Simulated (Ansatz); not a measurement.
# Ga (I4/mmm) in Ansatz: notebook, part 2 of 2

Ansatz 0.2.0. Earlier steps stand in the parts before.

## Step 3: Single point, revPBE-LDA, collinear spin, ferromagnetic start, 16.66 Å³/atom (volume scaled by 0.94)

File input.yaml:

```yaml
crystal:
  lattice:
    - [-1.3561377546, 1.3561377546, 2.2640427644]
    - [1.3561377546, -1.3561377546, 2.2640427644]
    - [1.3561377546, 1.3561377546, -2.2640427644]
  atoms:
    - { symbol: Ga, position: [0.0, 0.0, 0.0], spin: 0.5 }
kpoints:
  mp_grid: { grid: [13, 13, 13] }
scf:
  occupations: { method: gaussian, width: 0.1 }
hamiltonian:
  xc: { exchange: revpbe, correlation: lda }
  pseudopotentials: { kind: all_electron, lapw: { basis_error: 0.001 } }
magnetization:
  spin_polarized: true
output:
  forces: true
  stress: true
  eigenvalues: true
```

Potentials or basis: all-electron LAPW, scalar-relativistic.

Launch:

```sh
$ ansatz run input.yaml --threads 1 --pin off --max-ram 2560MiB --backend cpu --events-out ev --progress --plain --runs-dir out
```

Standard output:

```text
Warning: RAYON_NUM_THREADS=1 ignored (pool sized by the plan → 1); use --threads N
LAPW: plane waves up to 8.103 Å⁻¹, error target 1.0e-3 eV per atom; small_component_spin mean_spin; Ga in spheres of 1.356 Å, 21 of its electrons in bands, Dirac shells [] (how accurate: hamiltonian.pseudopotentials.lapw.basis_error, Limitations)
Engine: ansatz 0.2.0, aarch64-unknown-linux-gnu
Pseudopotentials: kind: all_electron
Pseudopotential: Ga, LAPW, valence charge 21, lapw/all_electron/scalar/gaussian/Ga, Koelling and Harmon's equation, gaussian nucleus
Functional definition: unnamed
  exchange = pbe_x(kappa = 1.245)
  correlation = pw_c
Crystal: 1 atoms, lattice volume = 16.655 Å³
Basis set: ecut = 250.16913095543967 eV, 153 PW (Γ), FFT grids on a1+a3, a2+a3, a3, exchange–correlation at level 2
Bands: 15, of which v1, the nominal top of the filled ones, is band 11 counted from 1 (10 counted from 0)
Symmetry: 16 space group operations
Space group: I4/mmm (ITA 139), of the structure as read, at distance tolerance 2.6e-5 Å
Magnetic group: BNS 139.531 (UNI 1191), of the structure as read, at distance tolerance 2.6e-5 Å
k-points: 196 of 2197
Non-local potential: Ga, projectors of the file, none
Initial density: superposition of atomic densities (chi_scale 0.1, normalization cell)
Starting moments: Σ|m| = 0.5 μB on 1 of 1 site
Initial wavefunctions: plane waves of lowest kinetic energy (no species holds an atomic orbital)
Functional: x = revpbe(κ = 1.245, μ = 0.2195149727645171), c = lda
iter 1 solved again at ethr=3.68e-5 eV; its pass at ethr=1.00e-1 eV (dr2=7.72e-3 eV) is discarded
SCF iter   1: F=—  HF=-52937.961184 eV  |F-HF|=—  |Δ(HF+E_count)|=         —  Δρ=1.29e-2 (↑1.29e-2 ↓1.27e-2)  dr2=7.74e-3  dr2_m=2.19e-2  M=0.102 μB ∫|m|=0.112 μB  β_m=0.30  ethr=3.68e-5  ⟨swp⟩=3.3  Hψ=41156  notcnv=0
preconditioner: auto → Kerker (q_TF=auto, 2.836 Å⁻¹)  [metal: Δε(μ)=0.025 eV  Ē_g=22.380 eV  σ=0.100 eV  W_gap=0.14  n_scr=10 (ndim 8)  ℏωp=32.8 eV  f_vac=0.000  D(μ)=0.45/eV (n_scr^D=0)]
spin=Collinear: Kerker preconditioning applied to the charge; magnetization (m = ρ↑ − ρ↓) channel mixes plain (no charge-response kernel on spin).
SCF iter   2: F=—  HF=-52937.970954 eV  |F-HF|=—  |Δ(HF+E_count)|=   9.77e-3  Δρ=9.81e-3 (↑9.81e-3 ↓9.75e-3)  dr2=5.04e-3  dr2_m=1.28e-2  M=0.076 μB ∫|m|=0.084 μB  β_m=0.30  ethr=3.68e-5  ⟨swp⟩=2.1  Hψ=16638  notcnv=0
SCF iter   3: F=—  HF=-52937.985714 eV  |F-HF|=—  |Δ(HF+E_count)|=   1.48e-2  Δρ=7.40e-3 (↑7.37e-3 ↓7.40e-3)  dr2=2.88e-3  dr2_m=7.38e-3  M=0.058 μB ∫|m|=0.064 μB  β_m=0.30  ethr=2.40e-5  ⟨swp⟩=2.1  Hψ=16667  notcnv=0
SCF iter   4: F=—  HF=-52937.996056 eV  |F-HF|=—  |Δ(HF+E_count)|=   1.03e-2  Δρ=5.43e-3 (↑5.38e-3 ↓5.43e-3)  dr2=7.27e-4  dr2_m=4.26e-3  M=0.044 μB ∫|m|=0.049 μB  β_m=0.30  ethr=1.37e-5  ⟨swp⟩=3.0  Hψ=17397  notcnv=0
SCF iter   5: F=—  HF=-52938.002150 eV  |F-HF|=—  |Δ(HF+E_count)|=   6.09e-3  Δρ=4.07e-3 (↑4.04e-3 ↓4.07e-3)  dr2=1.64e-4  dr2_m=2.46e-3  M=0.033 μB ∫|m|=0.037 μB  β_m=0.30  ethr=3.46e-6  ⟨swp⟩=3.0  Hψ=17126  notcnv=0
iter 6 solved again at ethr=3.23e-8 eV; its pass at ethr=7.82e-7 eV (dr2=6.79e-6 eV) is discarded
[... 13 lines left out ...]
SCF converged after 14 iterations
Magnetization: -0.0000 μB (10.5000 up, 10.5000 down)
Absolute magnetization: 0.0000 μB (∫|ρ↑−ρ↓|)
Spin contamination: 0.0000 ħ² per cell (⟨S²⟩ above its minimum at these occupations)
Per-site moments (μB) at R_I (Å): [(-6.721921330665737e-8, 1.356137734391969)]
Free energy (F): -52938.010140 eV
Harris-Foulkes:  -52938.010140 eV  (|F-HF|=2.91e-11)
Internal energy: -52938.008509 eV  (E = F + TS)
E sigma→0 (E₀):  -52938.009324 eV
Entropy (-TS):   -0.001631 eV (-1.631 meV/atom)
Fermi energy:    13.969118 eV
--- Per-component energies (eV) ---
  E_band       = -730.835177
  E_kinetic    = 53967.536021
  E_xc         = -2099.280574
  E_electrostatic = -104806.263955  (all electrons and nuclei)
  E_smearing   = -0.001631  (= −TS)
  E_closure    = 0.000000  (closes the sum)
  E_atoms      = -52936.682856  (free atoms, spherical and without spin; not in F)
  Σ components = -52938.010140   (vs F -52938.010140, Δ=0.00e0)
  Basis errors (estimates in eV, not in F): energy 2.7e-4 per atom: plane waves 2.6e-4 (1.4e-4 summed), levels above the bands 0.0e0, relativity 1.1e-7, radial functions 1.2e-5, core shells 3.7e-11; eigenvalues (radial functions only) 6.7e-5; not estimated: angular momenta, meshes, grids; target (lapw.basis_error) 1.0e-3; muffin-tin radii Ga 1.356 Å
--- Forces (eV/Å), atoms counted from 1 ---
  atom   1  Ga    -0.00000000     0.00000000     0.00000000
  max |Σ_I F_I| component: 6.78e-32 eV/Å
--- Stress (GPa, compression-positive) ---
       19.202288       0.000000       0.000000
        0.000000      19.202288      -0.000000
        0.000000      -0.000000      18.741934
  P = ⅓ Tr σ = 19.0488 GPa (190.488 kbar)
--- Band table (eV; the first three rows and the last of 392) ---
  k-point 0 ↑: bands = ["-130.1794", "-80.9133", "-80.8844", "-80.8844", "-1.5136", "-1.3356", "-1.2945", "-1.2945", "-1.1074", "1.9915", "27.2297", "27.5570", "27.5570", "30.7075", "31.2220"]
  k-point 1 ↑: bands = ["-130.1793", "-80.9133", "-80.8849", "-80.8848", "-1.4841", "-1.3236", "-1.3096", "-1.2867", "-1.1224", "2.2380", "25.7737", "26.1671", "26.7735", "28.8645", "31.6879"]
  k-point 2 ↑: bands = ["-130.1791", "-80.9135", "-80.8863", "-80.8859", "-1.4006", "-1.3517", "-1.2968", "-1.2641", "-1.1657", "2.9847", "23.3641", "24.2205", "25.1850", "26.7113", "32.1000"]
  k-point 195 ↓: bands = ["-130.1790", "-80.9176", "-80.8861", "-80.8856", "-1.6312", "-1.5267", "-1.0823", "-1.0664", "-1.0608", "9.4905", "10.0151", "19.7893", "21.5809", "25.2969", "27.3891"]
```

Wall time 58 s (1 thread of Arm Neoverse N1, shared host); peak memory 0.4 GiB.

What came out:

| Property | Result |
| --- | --- |
| Free energy | -52938.0101 eV |
| Pressure | 19.0 GPa |
| Band gap on the k mesh | none (metal or under the smearing width) |
| Net moment | 0.00 μB per cell |
| Absolute moment | 0.00 μB per cell |

Caveat: the starting moments weren't kept.

## Step 4: Single point, revPBE-LDA, collinear spin, ferromagnetic start, 17.01 Å³/atom (volume scaled by 0.96)

Changes to input.yaml since step 3:

```diff
@@ -2,5 +2,5 @@
   lattice:
-    - [-1.3561377546, 1.3561377546, 2.2640427644]
-    - [1.3561377546, -1.3561377546, 2.2640427644]
-    - [1.3561377546, 1.3561377546, -2.2640427644]
+    - [-1.3656883352, 1.3656883352, 2.2799872528]
+    - [1.3656883352, -1.3656883352, 2.2799872528]
+    - [1.3656883352, 1.3656883352, -2.2799872528]
   atoms:
```

Launch:

```sh
$ ansatz run input.yaml --threads 1 --pin off --max-ram 2560MiB --backend cpu --events-out ev --progress --plain --runs-dir out
```

Run time: 57 s. Hardware: 1 thread of Arm Neoverse N1, shared host; peak memory 0.4 GiB.

Results (log left out):

```
Free energy            : -52938.0499 eV
Pressure               : 17.0 GPa
Band gap on the k mesh : none (metal or under the smearing width)
Net moment             : 0.00 μB per cell
Absolute moment        : 0.00 μB per cell
```

Caveat: the starting moments weren't kept.

## Step 5: Single point, revPBE-LDA, collinear spin, ferromagnetic start, 17.36 Å³/atom (volume scaled by 0.98)

Changes to input.yaml since step 4:

```diff
@@ -2,5 +2,5 @@
   lattice:
-    - [-1.3656883352, 1.3656883352, 2.2799872528]
-    - [1.3656883352, -1.3656883352, 2.2799872528]
-    - [1.3656883352, 1.3656883352, -2.2799872528]
+    - [-1.3751071731, 1.3751071731, 2.2957117997]
+    - [1.3751071731, -1.3751071731, 2.2957117997]
+    - [1.3751071731, 1.3751071731, -2.2957117997]
   atoms:
```

Launch:

```sh
$ ansatz run input.yaml --threads 1 --pin off --max-ram 2560MiB --backend cpu --events-out ev --progress --plain --runs-dir out
```

Wall time 59 s (1 thread of Arm Neoverse N1, shared host); peak memory 0.4 GiB.

Results (log left out):

| Property | Result |
| --- | --- |
| Free energy | -52938.0853 eV |
| Pressure | 15.1 GPa |
| Band gap on the k mesh | none (metal or under the smearing width) |
| Net moment | 0.00 μB per cell |
| Absolute moment | 0.00 μB per cell |

Caveat: the starting moments weren't kept.

## Step 6: Single point, revPBE-LDA, collinear spin, ferromagnetic start, 17.72 Å³/atom

Changes to input.yaml since step 5:

```diff
@@ -2,5 +2,5 @@
   lattice:
-    - [-1.3751071731, 1.3751071731, 2.2957117997]
-    - [1.3751071731, -1.3751071731, 2.2957117997]
-    - [1.3751071731, 1.3751071731, -2.2957117997]
+    - [-1.3843987196, 1.3843987196, 2.3112238365]
+    - [1.3843987196, -1.3843987196, 2.3112238365]
+    - [1.3843987196, 1.3843987196, -2.3112238365]
   atoms:
```

Potentials or basis: all-electron LAPW, scalar-relativistic.

Launch:

```sh
$ ansatz run input.yaml --threads 1 --pin off --max-ram 2560MiB --backend cpu --events-out ev --progress --plain --runs-dir out
```

It took 65 s on 1 thread of Arm Neoverse N1, shared host; peak memory 0.4 GiB.

Results (log left out):

```yaml
Free_energy: -52938.1168 eV
Pressure: 13.5 GPa
Band_gap_on_the_k_mesh: none (metal or under the smearing width)
Net_moment: 0.00 μB per cell
Absolute_moment: 0.00 μB per cell
```

Caveat: the starting moments weren't kept.

## Step 7: Single point, revPBE-LDA, collinear spin, ferromagnetic start, 18.07 Å³/atom (volume scaled by 1.02)

Changes to input.yaml since step 6:

```diff
@@ -2,5 +2,5 @@
   lattice:
-    - [-1.3843987196, 1.3843987196, 2.3112238365]
-    - [1.3843987196, -1.3843987196, 2.3112238365]
-    - [1.3843987196, 1.3843987196, -2.3112238365]
+    - [-1.3935671902, 1.3935671902, 2.3265304007]
+    - [1.3935671902, -1.3935671902, 2.3265304007]
+    - [1.3935671902, 1.3935671902, -2.3265304007]
   atoms:
```

Launch:

```sh
$ ansatz run input.yaml --threads 1 --pin off --max-ram 2560MiB --backend cpu --events-out ev --progress --plain --runs-dir out
```

Run time: 68 s. Hardware: 1 thread of Arm Neoverse N1, shared host; peak memory 0.4 GiB.

It converged, with:

```
Free energy            : -52938.1449 eV
Pressure               : 12.0 GPa
Band gap on the k mesh : none (metal or under the smearing width)
Net moment             : 0.00 μB per cell
Absolute moment        : 0.00 μB per cell
```

Caveat: the starting moments weren't kept.

## Step 8: Single point, revPBE-LDA, collinear spin, ferromagnetic start, 18.43 Å³/atom (volume scaled by 1.04)

Changes to input.yaml since step 7:

```diff
@@ -2,5 +2,5 @@
   lattice:
-    - [-1.3935671902, 1.3935671902, 2.3265304007]
-    - [1.3935671902, -1.3935671902, 2.3265304007]
-    - [1.3935671902, 1.3935671902, -2.3265304007]
+    - [-1.4026165814, 1.4026165814, 2.3416381643]
+    - [1.4026165814, -1.4026165814, 2.3416381643]
+    - [1.4026165814, 1.4026165814, -2.3416381643]
   atoms:
```

Launch:

```sh
$ ansatz run input.yaml --threads 1 --pin off --max-ram 2560MiB --backend cpu --events-out ev --progress --plain --runs-dir out
```

It took 66 s on 1 thread of Arm Neoverse N1, shared host; peak memory 0.4 GiB.

It converged, with:

| Item | Value |
| --- | --- |
| Free energy | -52938.1700 eV |
| Pressure | 10.7 GPa |
| Band gap on the k mesh | none (metal or under the smearing width) |
| Net moment | 0.00 μB per cell |
| Absolute moment | 0.00 μB per cell |

Caveat: the starting moments weren't kept.

## Step 9: Single point, revPBE-LDA, collinear spin, ferromagnetic start, 18.78 Å³/atom (volume scaled by 1.06)

Changes to input.yaml since step 8:

```diff
@@ -2,5 +2,5 @@
   lattice:
-    - [-1.4026165814, 1.4026165814, 2.3416381643]
-    - [1.4026165814, -1.4026165814, 2.3416381643]
-    - [1.4026165814, 1.4026165814, -2.3416381643]
+    - [-1.4115506858, 1.4115506858, 2.3565534592]
+    - [1.4115506858, -1.4115506858, 2.3565534592]
+    - [1.4115506858, 1.4115506858, -2.3565534592]
   atoms:
```

Potentials or basis: all-electron LAPW, scalar-relativistic.

Launch:

```sh
$ ansatz run input.yaml --threads 1 --pin off --max-ram 2560MiB --backend cpu --events-out ev --progress --plain --runs-dir out
```

It took 64 s on 1 thread of Arm Neoverse N1, shared host; peak memory 0.4 GiB.

It converged, with:

* Free energy: -52938.1924 eV
* Pressure: 9.5 GPa
* Band gap on the k mesh: none (metal or under the smearing width)
* Net moment: 0.00 μB per cell
* Absolute moment: 0.00 μB per cell

Caveat: the starting moments weren't kept.

## Step 10: Equation of state, revPBE-LDA, collinear spin, ferromagnetic start

This step only gathers the single runs of the series.

What came out:

- Equilibrium volume: outside the volumes run

Energy against volume, from the lowest point:
| volume (Å³/atom) | energy (meV/atom) |
| --- | --- |
| 16.655 | 182.23 |
| 17.010 | 142.46 |
| 17.364 | 107.06 |
| 17.718 | 75.54 |
| 18.073 | 47.43 |
| 18.427 | 22.36 |
| 18.781 | 0.00 |

Caveat: the starting moments weren't kept.

## Step 11: For comparison

An earlier run on the cell as given: functional PBE; potentials or basis all-electron LAPW, scalar-relativistic; cutoff 238 eV (chosen from the basis error); basis error allowed 0.001 eV/atom; k mesh 13 × 13 × 13; occupations fermi-dirac, width 0.05 eV; no spin polarisation.

- Pressure: 3.5 GPa
- Band gap on the k mesh: none (metal or under the smearing width)
